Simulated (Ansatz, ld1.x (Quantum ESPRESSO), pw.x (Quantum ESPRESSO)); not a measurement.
## pw.x on fcc B: one setting changed

Potential: ultrasoft, ld1.x (Quantum ESPRESSO) 7.5, PBE; core [He], reference 2s1 2p0; waves: 2s (bound): rcut 1.05, rcutus 1.25 bohr; 2s channel at 2.75 Ry: rcut 1.05, rcutus 1.25 bohr; 2p (bound, empty): rcut 1.65, rcutus 1.85 bohr; 2p channel at -0.9 Ry: rcut 1.65, rcutus 1.85 bohr; 3d channel at 0.05 Ry: rcut 1.45, rcutus 1.95 bohr; local part: all-electron potential smoothed inside 1.00 bohr (lloc = -1); core correction: a·sin(br)/r model core inside 0.85 bohr; augmentation: PSQ, inside the norm-conserving radii.

The reference run (k-mesh 18³, cutoffs 40/340 Ry, Fermi–Dirac 0.01 Ry, mixing_beta 0.4, conv_thr 1e-9, no spin) gives 2.33 GPa at 5.898 Å³/atom, where all-electron LAPW gives -0.40 GPa. This run, with its own iteration cap, changes degauss to 0.02.

```
&control
  calculation='scf', prefix='x', pseudo_dir='./', outdir='./tmp', tstress=.true., disk_io='none'
/
&system
  ibrav=0, nat=1, ntyp=1, ecutwfc=40, ecutrho=340, nbnd=8,
  occupations='smearing', smearing='fd', degauss=0.02
/
&electrons
  conv_thr=1e-09, mixing_beta=0.4, electron_maxstep=60
/
ATOMIC_SPECIES
B 1.0 B.UPF
CELL_PARAMETERS angstrom
  0.00000000 1.43403007 1.43403007
  1.43403007 0.00000000 1.43403007
  1.43403007 1.43403007 0.00000000
ATOMIC_POSITIONS crystal
B 0.0000 0.0000 0.0000
K_POINTS automatic
18 18 18 0 0 0
```

```bash
pw.x < B.scf.in > B.scf.out
```

Task: How does the run end?

Result: It converges in 9 iterations; the free energy moves by -18.8 meV/atom and the pressure by +0.34 GPa. In a metal, with Fermi–Dirac smearing, F lies below its zero-width value by a term in the square of the width.

```
Message from routine setup:
     using ibrav=0 with symmetry is DISCOURAGED, use correct ibrav instead
     lattice parameter (alat)  =       3.8324  a.u.
     unit-cell volume          =      39.8017 (a.u.)^3
     number of electrons       =         3.00
     number of Kohn-Sham states=            8
     kinetic-energy cutoff     =      40.0000  Ry
     charge density cutoff     =     340.0000  Ry
     scf convergence threshold =      1.0E-09
     Exchange-correlation= PBE
     number of k points=   195  Fermi-Dirac smearing, width (Ry)=  0.0200
     iteration #  1     ecut=    40.00 Ry     beta= 0.40
     total energy              =      -5.79958414 Ry
     estimated scf accuracy    <       0.01855378 Ry
     iteration #  2     ecut=    40.00 Ry     beta= 0.40
     total energy              =      -5.80226739 Ry
     estimated scf accuracy    <       0.00657247 Ry
     iteration #  3     ecut=    40.00 Ry     beta= 0.40
     total energy              =      -5.80239174 Ry
     estimated scf accuracy    <       0.00000617 Ry
     [... 3 iterations left out ...]
     iteration #  7     ecut=    40.00 Ry     beta= 0.40
     total energy              =      -5.80241580 Ry
     estimated scf accuracy    <          1.8E-09 Ry
     iteration #  8     ecut=    40.00 Ry     beta= 0.40
     total energy              =      -5.80241580 Ry
     estimated scf accuracy    <          1.8E-09 Ry
     iteration #  9     ecut=    40.00 Ry     beta= 0.40
     the Fermi energy is    14.4271 ev
!    total energy              =      -5.80241580 Ry
     estimated scf accuracy    <          1.2E-11 Ry
     smearing contrib. (-TS)   =      -0.00355049 Ry
     The total energy is F=E-TS. E is the sum of the following terms:
     one-electron contribution =       4.26952440 Ry
     hartree contribution      =       0.02198145 Ry
     xc contribution           =      -2.47691829 Ry
     ewald contribution        =      -7.61345288 Ry
     convergence has been achieved in   9 iterations
          total   stress  (Ry/bohr**3)                   (kbar)     P=       26.72
     Message from routine punch:
     Nothing written, as per user request (disk_io='none')
```

The run took about 2.7 s on one core of a shared host (Neoverse-V2, 96 threads, 742 GiB, load 41).
